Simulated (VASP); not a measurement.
# WC (Qusongite) (P-6m2) in VASP: a series of runs, part 2 of 2

VASP 6.6.1. Earlier steps stand in the parts before.

## 4. Relaxation of cell and atoms, PBE

Contents of INCAR:

```
SYSTEM = WC
  PREC = Accurate
  ENCUT = 680
  EDIFF = 1E-6
  ISMEAR = -1
  SIGMA = 0.05
  LREAL = .False.
  LASPH = .True.
  NELM = 100
  ALGO = Normal
  ISIF = 3
  LWAVE = .False.
  LCHARG = .False.
  GGA = PE
  IBRION = 2
  NSW = 60
  EDIFFG = -0.005
```

Contents of KPOINTS:

```
Automatic mesh
0
Gamma
  10 10 9
  0 0 0
```

Contents of POSCAR:

```
WC
1.0
    2.9065000000      0.0000000000      0.0000000000
   -1.4532500000      2.5171028361      0.0000000000
    0.0000000000      0.0000000000      2.8366000000
W C
1 1
Direct
    0.0000000000      0.0000000000      0.0000000000
    0.6666666667      0.3333333333      0.5000000000
```

Potentials or basis: VASP PAW PBE potentials, release 64 (W_sv_GW, C_GW).

Run with:

```console
$ cat potpaw_PBE.64/W_sv_GW/POTCAR potpaw_PBE.64/C_GW/POTCAR > POTCAR
$ mpirun -np 1 vasp_std > vasp.out
```

Wall time 96 s (1 thread of AMD EPYC 9R45 (Zen 5), shared host); peak memory 0.17 GiB.

It converged, with:

```
Free energy                            : -24.5627 eV
Relaxed volume                         : 10.52 Å³/atom
Relaxed cell                           : a = 2.922 Å, b = 2.922 Å, c = 2.845 Å, α = 90.00°, β = 90.00°, γ = 120.00°
Space group after relaxing (to 0.05 Å) : P-6m2 (No. 187)
Energy gained by relaxing              : 2.4 meV/atom
Ionic steps                            : 10
Pressure after relaxing                : 0.0 GPa
Band gap on the k mesh                 : none (metal or under the smearing width)
```

Step by step:
| step | energy change (eV) | largest force (eV/Å) | pressure (GPa) | volume (Å³) |
| --- | --- | --- | --- | --- |
| 1 | 0.0000 | 0.0000 | 5.41 | 20.75 |
| 2 | 0.0283 | 0.0000 | -13.21 | 21.82 |
| 3 | -0.0048 | 0.0000 | -0.09 | 21.04 |
| 4 | -0.0048 | 0.0000 | -0.14 | 21.04 |
| 5 | -0.0036 | 0.0000 | 2.68 | 20.89 |
| 6 | -0.0048 | 0.0000 | 0.08 | 21.03 |
| 7 | -0.0048 | 0.0000 | 0.16 | 21.03 |
| 8 | -0.0049 | 0.0000 | 0.13 | 21.03 |
| 9 | -0.0049 | 0.0000 | -0.21 | 21.05 |
| 10 | -0.0049 | 0.0000 | -0.05 | 21.04 |

Final structure:
```yaml
crystal:
  lattice:
    - [2.92213, 0.00000, 0.00000]
    - [-1.46107, 2.53064, 0.00000]
    - [0.00000, 0.00000, 2.84537]
  atoms:
    - { symbol: W, position: [0.00000, 0.00000, 0.00000] }
    - { symbol: C, position: [0.66667, 0.33333, 0.50000] }
```

Levels at points of the mesh, in eV from the Fermi level:
| k point | band 5 | band 6 | band 7 | band 8 | band 9 | band 10 | band 11 | band 12 | band 13 |
| --- | --- | --- | --- | --- | --- | --- | --- | --- | --- |
| (0.00, 0.00, 0.00) | -14.35 | -4.23 | -3.29 | -3.29 | 0.10 | 3.18 | 3.18 | 5.55 | 5.55 |
| (0.50, 0.00, 0.00) | -11.05 | -6.97 | -3.53 | -3.50 | -0.48 | 2.31 | 4.44 | 4.76 | 6.79 |

The run has no spin-orbit coupling, so splittings on W are missing. Zero-point motion and thermal expansion aren't in these numbers.

## 5. Relaxation of cell and atoms, PBE

Contents of INCAR:

```
SYSTEM = WC
PREC = Accurate
ENCUT = 630
EDIFF = 1E-6
ISMEAR = -1
SIGMA = 0.05
LREAL = .False.
LASPH = .True.
NELM = 100
ALGO = Normal
ISIF = 3
LWAVE = .False.
LCHARG = .False.
GGA = PE
IBRION = 2
NSW = 60
EDIFFG = -0.02
```

Contents of KPOINTS:

```
regular mesh
0
Gamma
  10 10 9
  0 0 0
```

POSCAR is that of step 4.

Run with:

```console
$ cat potpaw_PBE.64/W_sv_GW/POTCAR potpaw_PBE.64/C_GW/POTCAR > POTCAR
$ mpirun -np 1 vasp_std > vasp.out
```

It took 56 s on 1 thread of AMD EPYC 9R45 (Zen 5), shared host; peak memory 0.14 GiB.

It converged, with:

```
Free energy                            : -24.5621 eV
Relaxed volume                         : 10.51 Å³/atom
Relaxed cell                           : a = 2.921 Å, b = 2.921 Å, c = 2.845 Å, α = 90.00°, β = 90.00°, γ = 120.00°
Space group after relaxing (to 0.05 Å) : P-6m2 (No. 187)
Energy gained by relaxing              : 2.3 meV/atom
Ionic steps                            : 8
Pressure after relaxing                : 0.1 GPa
Band gap on the k mesh                 : none (metal or under the smearing width)
```

The path:
```tsv
step	energy change (eV)	largest force (eV/Å)	pressure (GPa)	volume (Å³)
1	0.0000	0.0000	5.24	20.75
2	0.0267	0.0000	-12.89	21.79
3	-0.0045	0.0000	-0.09	21.03
4	-0.0045	0.0000	-0.13	21.03
5	-0.0034	0.0000	2.60	20.89
6	-0.0045	0.0000	0.09	21.02
7	-0.0045	0.0000	0.16	21.02
8	-0.0046	0.0000	0.14	21.02
```

Final structure:
```cif
data_structure
_symmetry_space_group_name_H-M 'P 1'
_symmetry_Int_Tables_number 1
_cell_length_a 2.9212
_cell_length_b 2.9212
_cell_length_c 2.8447
_cell_angle_alpha 90.000
_cell_angle_beta 90.000
_cell_angle_gamma 120.000
_cell_volume 21.02
loop_
_atom_site_label
_atom_site_type_symbol
_atom_site_fract_x
_atom_site_fract_y
_atom_site_fract_z
_atom_site_occupancy
W1 W 0.00000 0.00000 0.00000 1
C1 C 0.66667 0.33333 0.50000 1
```

Levels at points of the mesh, in eV from the Fermi level:
```tsv
k point	band 7	band 8	band 9	band 10	band 11	band 12
(0.00, 0.00, 0.00)	-3.29	-3.29	0.10	3.18	3.18	5.55
(0.50, 0.00, 0.00)	-3.54	-3.50	-0.48	2.31	4.44	4.77
```

The run has no spin-orbit coupling, so splittings on W are missing. PBE usually gives volumes a little too large and moduli too small.

## 6. Single point, PBE

Contents of INCAR:

```
PREC = Accurate ; ENCUT = 520
EDIFF = 1E-6 ; ISMEAR = 0
SIGMA = 0.022 ; LREAL = False
LASPH = True ; NELM = 60
ALGO = Normal ; ISIF = 2
LWAVE = False ; LCHARG = False
GGA = PE
```

Contents of KPOINTS:

```
Automatic mesh
0
Gamma
  10 10 9
```

POSCAR is that of step 5.

Potentials or basis: VASP PAW PBE potentials, release 64 (W_sv, C).

Run with:

```console
$ cat potpaw_PBE.64/W_sv/POTCAR potpaw_PBE.64/C/POTCAR > POTCAR
$ mpirun -np 1 vasp_std > vasp.out
```

OUTCAR:

```text
PREC = Accurate
   ENCUT = 520
   EDIFF = 1E-6
   ISMEAR = 0
   LREAL = False
   LASPH = True
   NELM = 60
   ISIF = 2
   GGA = PE

 ion  position               nearest neighbor table
   1  0.000  0.000  0.000-   2 2.20   2 2.20   2 2.20   2 2.20   2 2.20   2 2.20
   2  0.667  0.333  0.500-   1 2.20   1 2.20   1 2.20   1 2.20   1 2.20   1 2.20

  LATTYP: Found a hexagonal cell.
 ALAT       =     2.9065000000
 C/A-ratio  =     0.9759504559

  Lattice vectors:

[... 572 lines left out ...]

------------------------ aborting loop because EDIFF is reached ----------------------------------------

  FORCE on cell =-STRESS in cart. coord.  units (eV):
  Direction    XX          YY          ZZ          XY          YZ          ZX
  --------------------------------------------------------------------------------------
  -------------------------------------------------------------------------------------
  Total        0.8996162      0.8996162      0.8142037      0.0000000      0.0000000      0.0000000
  in kB       69.4541939     69.4541939     62.8599831      0.0000000      0.0000000      0.0000000
  external PRESSURE =      67.2561236 kB  Pullay stress =       0.0000000 kB

 VOLUME and BASIS-vectors are now :
 -----------------------------------------------------------------------------
  energy-cutoff  :      520.00
  volume of cell :       20.75
      direct lattice vectors                 reciprocal lattice vectors
     2.906500000  0.000000000  0.000000000     0.344056425  0.198641070  0.000000000
    -1.453250000  2.517102836  0.000000000     0.000000000  0.397282139  0.000000000
     0.000000000  0.000000000  2.836600000     0.000000000  0.000000000  0.352534725

 POSITION                                       TOTAL-FORCE (eV/Angst)
 -----------------------------------------------------------------------------------
      0.00000      0.00000      0.00000         0.000000     -0.000000      0.000000
      1.45325      0.83903      1.41830        -0.000000      0.000000      0.000000
 -----------------------------------------------------------------------------------
    total drift:                                0.000000     -0.000000      0.000000

  FREE ENERGIE OF THE ION-ELECTRON SYSTEM (eV)
  ---------------------------------------------------
  free  energy   TOTEN  =       -22.4452750792 eV

  energy  without entropy=      -22.4450450901  energy(sigma->0) =      -22.44516008
```

stdout:

```text
POSCAR found type information on POSCAR W C
 POSCAR found :  2 types and       2 ions
 scaLAPACK will be used
 LDA part: xc-table for (Slater+PW92), standard interpolation
 POSCAR, INCAR and KPOINTS ok, starting setup
 FFT: planning ... GRIDC
 FFT: planning ... GRID_SOFT
 FFT: planning ... GRID
 WAVECAR not read
 entering main loop
```

Wall time 14 s (1 thread of Intel Xeon Platinum 8488C (Sapphire Rapids), shared host); peak memory 0.15 GiB.

Results:

```yaml
Free_energy: -22.4453 eV
Pressure: 6.7 GPa
Band_gap_on_the_k_mesh: none (metal or under the smearing width)
```

Stress tensor (GPa, compression positive):
```
6.95 0.00 0.00
0.00 6.95 0.00
0.00 0.00 6.29
```

Levels at points of the mesh, in eV from the Fermi level:
```
           k point  band 7  band 8  band 9  band 10  band 11  band 12
(0.00, 0.00, 0.00)   -3.35   -3.35    0.07     3.22     3.22     5.61
(0.50, 0.00, 0.00)   -3.63   -3.58   -0.49     2.33     4.52     4.88
```

Spin-orbit coupling is left out, which matters for the levels of W.

## 7. The reference run

An earlier run on the cell as given: functional PBEsol; potentials or basis VASP PAW PBE potentials, release 64 (W_sv, C); cutoff 520 eV; k mesh 10 × 10 × 9; occupations fermi-dirac, width 0.05 eV; no spin polarisation.

* Pressure: -2.3 GPa
* Band gap on the k mesh: none (metal or under the smearing width)

## 8. The runs side by side

| task | level | potentials or basis | cell | cutoff (eV) | smearing | ladder | gap on the mesh (eV) | pressure (GPa) | relaxed volume (Å³/atom) |
| --- | --- | --- | --- | --- | --- | --- | --- | --- | --- |
| relaxation of cell and atoms | PBE | VASP PAW PBE potentials, release 64 (W, C) | relaxed | 580 | fermi-dirac 0.05 eV | - | none | 0.1 | 10.49 |
| relaxation of cell and atoms | PBE | VASP PAW PBE potentials, release 64 (W_sv, C) | relaxed | 600 | fermi-dirac 0.05 eV | - | none | 0.0 | 10.55 |
| relaxation of cell and atoms | PBE | VASP PAW PBE potentials, release 64 (W_sv_GW, C_GW) | relaxed | 680 | fermi-dirac 0.05 eV | - | none | 0.0 | 10.52 |
| relaxation of cell and atoms | PBE | VASP PAW PBE potentials, release 64 (W_sv_GW, C_GW) | relaxed | 630 | fermi-dirac 0.05 eV | - | none | 0.1 | 10.51 |
| single point | PBE | VASP PAW PBE potentials, release 64 (W_sv, C) | as given | 520 | gaussian 0.022 eV | - | none | 6.7 | - |
| single point | PBEsol | VASP PAW PBE potentials, release 64 (W_sv, C) | as given | 520 | fermi-dirac 0.05 eV | free | none | -2.3 | - |

Alike in all rows: no spin polarisation; k mesh 10 × 10 × 9.

Caveats: the PAW data sets were made with another functional, which shifts forces and pressure a little (some runs).

Absolute energies hang on the potentials; compare differences alone.
